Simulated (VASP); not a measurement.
# SnO2 (P4_2/mnm) in VASP: a series of runs

Runs on SnO2. Level: PBE. Tasks: single point.

Everything below comes from runs of VASP 6.6.1. Logs are shortened: lines on timing, memory, paths and dates and some standing lists are left out, and cuts for length are marked.

## Step 1: Starting point

Symmetry: P4_2/mnm, No. 136, tetragonal system. The conventional cell has a = 4.761 Å, b = 4.761 Å, c = 3.200 Å, α = 90.00°, β = 90.00°, γ = 90.00°. Around Sn (site symmetry mmm) lie 6 O at 2.06 to 2.07 Å. O (site symmetry m2m) has 3 Sn at 2.06 to 2.07 Å as nearest neighbours.

The cell was built by a generator and needn't be a form met in nature.

## Step 2: Single point, PBE

INCAR

```
PREC = Accurate
ENCUT = 520
EDIFF = 1E-6
ISMEAR = 0
SIGMA = 0.01
LREAL = F
LASPH = T
NELM = 100
ALGO = Normal
ISIF = 2
LWAVE = F
LCHARG = F
GGA = PE
NBANDS = 35
```

KPOINTS

```
Automatic mesh
0
Gamma
  4 4 6
```

POSCAR

```
SnO2
1.0
    4.7605737225      0.0000000000      0.0000000000
    0.0000000000      4.7605737225      0.0000000000
    0.0000000000      0.0000000000      3.2000802721
Sn O
2 4
Direct
    0.0000000000      0.0000000000      0.0000000000
    0.5000000000      0.5000000000      0.5000000000
    0.3058781126      0.3058781126      0.0000000000
    0.1941218874      0.8058781126      0.5000000000
    0.8058781126      0.1941218874      0.5000000000
    0.6941218874      0.6941218874      0.0000000000
```

Potentials or basis: VASP PAW PBE potentials, release 64 (Sn_d, O).

The run is started by

```sh
cat potpaw_PBE.64/Sn_d/POTCAR potpaw_PBE.64/O/POTCAR > POTCAR
mpirun -np 1 vasp_std > vasp.out
```

OUTCAR:

```text
PREC = Accurate
   ENCUT = 520
   EDIFF = 1E-6
   ISMEAR = 0
   LREAL = F
   LASPH = T
   NELM = 100
   ISIF = 2
   GGA = PE

 ion  position               nearest neighbor table
   1  0.000  0.000  0.000-   3 2.06   6 2.06   5 2.07   4 2.07   4 2.07   5 2.07   2 3.73   2 3.73
                             2 3.73   2 3.73   2 3.73   2 3.73   2 3.73   2 3.73
   2  0.500  0.500  0.500-   4 2.06   5 2.06   3 2.07   6 2.07   3 2.07   6 2.07   1 3.73   1 3.73
                             1 3.73   1 3.73   1 3.73   1 3.73   1 3.73   1 3.73
   3  0.306  0.306  0.000-   1 2.06   2 2.07   2 2.07
   4  0.194  0.806  0.500-   2 2.06   1 2.07   1 2.07
   5  0.806  0.194  0.500-   2 2.06   1 2.07   1 2.07
   6  0.694  0.694  0.000-   1 2.06   2 2.07   2 2.07

  LATTYP: Found a simple tetragonal cell.
 ALAT       =     4.7605737225
 C/A-ratio  =     0.6722047507

  Lattice vectors:

 A1 = (   4.7605737225,   0.0000000000,   0.0000000000)
 A2 = (   0.0000000000,   4.7605737225,   0.0000000000)
 A3 = (   0.0000000000,   0.0000000000,   3.2000802721)

Analysis of symmetry for initial positions (statically):
=====================================================================
 Subroutine PRICEL returns:
 Original cell was already a primitive cell.

 Routine SETGRP: Setting up the symmetry group for a
 simple tetragonal supercell.

 Subroutine GETGRP returns: Found 16 space group operations
 (whereof  8 operations were pure point group operations)
 out of a pool of 16 trial point group operations.

The static configuration has the point symmetry D_2h.
 The point group associated with its full space group is D_4h.

Analysis of symmetry for dynamics (positions and initial velocities):
=====================================================================
 Subroutine PRICEL returns:
 Original cell was already a primitive cell.

 Routine SETGRP: Setting up the symmetry group for a
 simple tetragonal supercell.

 Subroutine GETGRP returns: Found 16 space group operations
 (whereof  8 operations were pure point group operations)
 out of a pool of 16 trial point group operations.

The dynamic configuration has the point symmetry D_2h.
 The point group associated with its full space group is D_4h.

 Subroutine INISYM returns: Found 16 space group operations
 (whereof  8 operations are pure point group operations),
 and found     1 'primitive' translations

----------------------------------------------------------------------------------------

                                     Primitive cell

  volume of cell :      72.5236

  direct lattice vectors                    reciprocal lattice vectors
     4.760573723  0.000000000  0.000000000     0.210058715  0.000000000  0.000000000
     0.000000000  4.760573723  0.000000000     0.000000000  0.210058715  0.000000000
     0.000000000  0.000000000  3.200080272     0.000000000  0.000000000  0.312492161

  length of vectors
     4.760573723  4.760573723  3.200080272     0.210058715  0.210058715  0.312492161

  position of ions in fractional coordinates (direct lattice)
     0.000000000  0.000000000  0.000000000
     0.500000000  0.500000000  0.500000000
     0.305878113  0.305878113  0.000000000
     0.194121887  0.805878113  0.500000000
     0.805878113  0.194121887  0.500000000
     0.694121887  0.694121887  0.000000000

  ion indices of the primitive-cell ions
   primitive index   ion index
                 1           1
                 2           2
                 3           3
                 4           4
                 5           5
                 6           6

----------------------------------------------------------------------------------------

 KPOINTS: Automatic mesh

Automatic generation of k-mesh.
 Grid dimensions read from file:
 generate k-points for:    4    4    6

 Generating k-lattice:

  Cartesian coordinates                     Fractional coordinates (reciprocal lattice)
     0.052514679  0.000000000  0.000000000     0.250000000  0.000000000  0.000000000
     0.000000000  0.052514679  0.000000000     0.000000000  0.250000000  0.000000000
     0.000000000  0.000000000  0.052082027     0.000000000  0.000000000  0.166666667

  Length of vectors
     0.052514679  0.052514679  0.052082027

  Shift w.r.t. Gamma in fractional coordinates (k-lattice)
     0.000000000  0.000000000  0.000000000

 Subroutine IBZKPT returns following result:
 ===========================================

 Found     24 irreducible k-points:

 Following reciprocal coordinates:
            Coordinates               Weight
  0.000000  0.000000  0.000000      1.000000
  0.250000  0.000000  0.000000      4.000000
  0.500000  0.000000  0.000000      2.000000
  0.250000  0.250000  0.000000      4.000000
  0.500000  0.250000  0.000000      4.000000
  0.500000  0.500000  0.000000      1.000000
[... 16 lines left out ...]
  0.500000  0.250000  0.500000      4.000000
  0.500000  0.500000  0.500000      1.000000
   k-points           NKPTS =     24   k-points in BZ     NKDIM =     24   number of bands    NBANDS=     35
   number of dos      NEDOS =    301   number of ions     NIONS =      6
   total plane-waves  NPLWV =  31104
   dimension x,y,z NGX =    36 NGY =   36 NGZ =   24
   dimension x,y,z NGXF=    72 NGYF=   72 NGZF=   48
   ions per type =               2   4
   NGX,Y,Z   is equivalent  to a cutoff of  12.57, 12.57, 12.47 a.u.
   NGXF,Y,Z  is equivalent  to a cutoff of  25.14, 25.14, 24.94 a.u.
 SYSTEM =  unknown system
   PREC   = accura    normal or accurate (medium, high low for compatibility)
   ISTART =      0    job   : 0-new  1-cont  2-samecut
   ICHARG =      2    charge: 1-file 2-atom 10-const
   ISPIN  =      1    spin polarized calculation?
   LNONCOLLINEAR =      F non collinear calculations
   LSORBIT =      F    spin-orbit coupling
   LASPH  =      T    aspherical Exc in radial PAW
   ENCUT  =  520.0 eV  38.22 Ry    6.18 a.u.   8.85  8.85  5.95*2*pi/ulx,y,z
   NELM   =    100;   NELMIN=  2; NELMDL= -5     # of ELM steps
   EDIFF  = 0.1E-05   stopping-criterion for ELM
   LREAL  =      F    real-space projection
   EDIFFG = 0.1E-04   stopping-criterion for IOM
   NSW    =      0    number of steps for IOM
   IBRION =     -1    ionic relax: 0-MD 1-quasi-New 2-CG
   NFREE  =      0    steps in history (QN), initial steepest desc. (CG)
   ISIF   =      2    stress and relaxation
   ISYM   =      2    0-nonsym 1-usesym 2-fastsym
   POTIM  = 0.5000    time-step for ionic-motion
   TEBEG  =    0.0;   TEEND  =   0.0 temperature during run
   PSTRESS=    0.0 pullay stress
   NELECT =      52.0000    total number of electrons
   NUPDOWN=      -1.0000    fix difference up-down
   EMIN   =  10.00;   EMAX   =-10.00  energy-range for DOS
   EFERMI =   0.00;   METHOD = LEGACY
   ISMEAR =     0;   SIGMA  =   0.01  broadening in eV -4-tet -1-fermi 0-gaus
   EFERMI_NEDOS =   21; number of points for ismear=-14 and -15
   IALGO  =     38    algorithm
   IMIX   =      4    mixing-type and parameters
     AMIX     =   0.40;   BMIX     =  1.00
     AMIX_MAG =   1.60;   BMIX_MAG =  1.00
  volume/ion in A,a.u.               =      12.09        81.57
  Fermi-wavevector in a.u.,A,eV,Ry     =   1.465265  2.768949 29.211722  2.147001
  Thomas-Fermi vector in A             =   2.581142
   LORBIT       =      0    0 simple, 1 ext, 2 COOP (PROOUT), +10 PAW based schemes
   GGA     = PE    functional components
   LHFCALC =     F    Hartree Fock is set to
   AEXX    =    0.0000 exact exchange contribution
   IVDW    =     0    specifies the selected vdW correction
   LEPSILON=     F    determine dielectric tensor
   LRPA    =     F    only Hartree local field effects (RPA)
 non-spin polarized calculation
 Gauss-broadening in eV      SIGMA  =   0.01
  energy-cutoff  :      520.00
  volume of cell :       72.52
 maximum number of plane-waves:      1992
 NGX is ok and might be reduce to    36
   NGX = 17   NGY = 17   NGZ = 11

 number of electron      52.0000002 magnetization

 Free energy of the ion-electron system (eV)
  ---------------------------------------------------
  ext. energy  EPLUGINS =         0.00000000
  ---------------------------------------------------
  free energy    TOTEN  =       -37.22718226 eV

  energy without entropy =      -37.22718226  energy(sigma->0) =      -37.22718226

 E-fermi :   6.0470     XC(G=0): -11.1864

 val. band max:        5.9879796093   @ k =   0.0000   0.0000   0.0000
 cond. band min:       7.0755326343   @ k =   0.0000   0.0000   0.0000
 fundamental gap:      1.0875530251
 Fermi energy:         6.0470219932

 k-point     1 :       0.0000    0.0000    0.0000
  band No.  band energies     occupation
      1     -15.1055      2.00000
      2     -14.3411      2.00000
      3     -14.1032      2.00000
      4     -14.0760      2.00000
      5     -14.0760      2.00000
      6     -14.0096      2.00000
[... 27 lines left out ...]
     34      17.9804      0.00000
     35      18.5177      0.00000

 k-point     2 :       0.2500    0.0000    0.0000
  band No.  band energies     occupation
      1     -15.0123      2.00000
      2     -14.4555      2.00000
      3     -14.1026      2.00000
      4     -14.0724      2.00000
      5     -14.0723      2.00000
      6     -14.0690      2.00000
[... 27 lines left out ...]
     34      18.0703      0.00000
     35      18.5032      0.00000

 k-point     3 :       0.5000    0.0000    0.0000
  band No.  band energies     occupation
      1     -14.7568      2.00000
      2     -14.7568      2.00000
      3     -14.0988      2.00000
      4     -14.0988      2.00000
      5     -14.0685      2.00000
      6     -14.0685      2.00000
[... 27 lines left out ...]
     34      18.3990      0.00000
     35      18.4393      0.00000

 k-point     4 :       0.2500    0.2500    0.0000
  band No.  band energies     occupation
      1     -14.9630      2.00000
      2     -14.5751      2.00000
      3     -14.0990      2.00000
      4     -14.0772      2.00000
      5     -14.0772      2.00000
      6     -14.0686      2.00000
[... 27 lines left out ...]
     34      18.0361      0.00000
     35      18.3917      0.00000

 k-point     5 :       0.5000    0.2500    0.0000
  band No.  band energies     occupation
      1     -14.8038      2.00000
      2     -14.8038      2.00000
      3     -14.0877      2.00000
      4     -14.0877      2.00000
      5     -14.0736      2.00000
      6     -14.0736      2.00000
[... 638 lines left out ...]
 k-point    22 :       0.2500    0.2500    0.5000
  band No.  band energies     occupation
      1     -15.0323      2.00000
      2     -14.8536      2.00000
      3     -14.3973      2.00000
      4     -14.0908      2.00000
      5     -13.9529      2.00000
      6     -13.9497      2.00000
[... 27 lines left out ...]
     34      17.9528      0.00000
     35      18.4814      0.00000

 k-point    23 :       0.5000    0.2500    0.5000
  band No.  band energies     occupation
      1     -14.9626      2.00000
      2     -14.9626      2.00000
      3     -14.2357      2.00000
      4     -14.2357      2.00000
      5     -13.9502      2.00000
      6     -13.9502      2.00000
[... 27 lines left out ...]
     34      17.4132      0.00000
     35      18.7459      0.00000

 k-point    24 :       0.5000    0.5000    0.5000
  band No.  band energies     occupation
      1     -14.8601      2.00000
      2     -14.8601      2.00000
      3     -14.4039      2.00000
      4     -14.4039      2.00000
      5     -13.9461      2.00000
      6     -13.9461      2.00000
[... 27 lines left out ...]
     34      17.0030      0.00000
     35      19.0574      0.00000

------------------------ aborting loop because EDIFF is reached ----------------------------------------

  FORCE on cell =-STRESS in cart. coord.  units (eV):
  Direction    XX          YY          ZZ          XY          YZ          ZX
  --------------------------------------------------------------------------------------
  -------------------------------------------------------------------------------------
  Total        3.4960669      3.4960669      4.3925670     -0.0000000      0.0000000      0.0000000
  in kB       77.2344147     77.2344147     97.0397148     -0.0000000      0.0000000      0.0000000
  external PRESSURE =      83.8361814 kB  Pullay stress =       0.0000000 kB

 VOLUME and BASIS-vectors are now :
 -----------------------------------------------------------------------------
  energy-cutoff  :      520.00
  volume of cell :       72.52
      direct lattice vectors                 reciprocal lattice vectors
     4.760573723  0.000000000  0.000000000     0.210058715  0.000000000  0.000000000
     0.000000000  4.760573723  0.000000000     0.000000000  0.210058715  0.000000000
     0.000000000  0.000000000  3.200080272     0.000000000  0.000000000  0.312492161

 POSITION                                       TOTAL-FORCE (eV/Angst)
 -----------------------------------------------------------------------------------
      0.00000      0.00000      0.00000         0.000000     -0.000000      0.000000
      2.38029      2.38029      1.60004         0.000000     -0.000000      0.000000
      1.45616      1.45616      0.00000        -0.032797     -0.032797     -0.000000
      0.92413      3.83644      1.60004         0.032797     -0.032797      0.000000
      3.83644      0.92413      1.60004        -0.032797      0.032797      0.000000
      3.30442      3.30442      0.00000         0.032797      0.032797      0.000000
 -----------------------------------------------------------------------------------
    total drift:                                0.000000      0.000000      0.000000

  FREE ENERGIE OF THE ION-ELECTRON SYSTEM (eV)
  ---------------------------------------------------
  free  energy   TOTEN  =       -37.2271822569 eV

  energy  without entropy=      -37.2271822569  energy(sigma->0) =      -37.22718226
```

It took 57 s on 1 thread of Intel Xeon Platinum 8488C (Sapphire Rapids), shared host; peak memory 0.19 GiB.

What came out:

- Free energy: -37.2272 eV
- Pressure: 8.4 GPa
- Largest force: 0.046 eV/Å
- Band gap on the k mesh: 1.09 eV, direct

Forces on the atoms (eV/Å):
```
Sn   0.000  0.000  0.000
Sn   0.000  0.000  0.000
O   -0.033 -0.033  0.000
O    0.033 -0.033  0.000
O   -0.033  0.033  0.000
O    0.033  0.033  0.000
```

Stress tensor (GPa, compression positive):
```
7.72 0.00 0.00
0.00 7.72 0.00
0.00 0.00 9.70
```

Caveat: spin-orbit coupling is left out, which moves the levels of the heavy elements. A hybrid or GW would open this gap; PBE tends to underestimate it.

## Step 3: Single point, PBE

INCAR

```
SYSTEM = SnO2
PREC     = Accurate       ! precision mode
ENCUT    = 520            ! plane-wave cutoff, eV
EDIFF    = 1E-6           ! SCF threshold, eV
ISMEAR   = 0              ! smearing method
SIGMA    = 0.01           ! smearing width, eV
LREAL    = .False.        ! projectors in reciprocal space
LASPH    = .True.         ! aspherical terms in the spheres
NELM     = 100            ! most SCF steps
ALGO     = Fast           ! electronic algorithm
ISIF     = 2              ! what is computed and relaxed
LWAVE    = .False.        ! write WAVECAR
LCHARG   = .False.        ! write CHGCAR
GGA      = PE             ! functional
NBANDS   = 35             ! bands
```

KPOINTS

```
Automatic mesh
0
Gamma
  4 4 6
  0 0 0
```

POSCAR is that of step 2.

Potentials or basis: VASP PAW PBE potentials, release 64 (Sn_d, O).

The run is started by

```sh
cat potpaw_PBE.64/Sn_d/POTCAR potpaw_PBE.64/O/POTCAR > POTCAR
mpirun -np 1 vasp_std > vasp.out
```

Run time: 67 s. Hardware: 1 thread of Intel Xeon Platinum 8488C (Sapphire Rapids), shared host; peak memory 0.19 GiB.

The run converged. Its results:

| Property | Result |
| --- | --- |
| Free energy | -37.2272 eV |
| Pressure | 9.5 GPa |
| Largest force | 0.044 eV/Å |
| Band gap on the k mesh | 1.08 eV, direct |

Forces in eV/Å, atoms in the order of the input:
```
Sn   0.000  0.000  0.000
Sn   0.000  0.000  0.000
O   -0.031 -0.031  0.000
O    0.031 -0.031  0.000
O   -0.031  0.031  0.000
O    0.031  0.031  0.000
```

Stress tensor (GPa, compression positive):
```
 8.85  0.00  0.00
 0.00  8.85  0.00
 0.00  0.00 10.68
```

Levels at points of the mesh, in eV from the valence-band top:
```tsv
k point	band 23	band 24	band 25	band 26	band 27	band 28	band 29	band 30
(0.00, 0.00, 0.00)	-1.25	-0.78	-0.78	0.00	1.08	6.06	6.25	6.25
(0.50, 0.00, 0.00)	-1.20	-1.20	-0.63	-0.63	4.28	4.28	7.02	7.02
(0.50, 0.50, 0.00)	-1.32	-1.32	-0.89	-0.89	4.70	4.70	7.43	7.43
(0.00, 0.00, 0.50)	-1.63	-1.63	-1.24	-1.24	6.02	6.02	9.65	9.65
(0.50, 0.00, 0.50)	-1.08	-1.08	-0.72	-0.72	6.30	6.30	7.94	7.94
(0.50, 0.50, 0.50)	-0.95	-0.95	-0.82	-0.82	4.70	4.70	8.84	8.84
```

Caveat: spin-orbit coupling is left out, which moves the levels of the heavy elements.
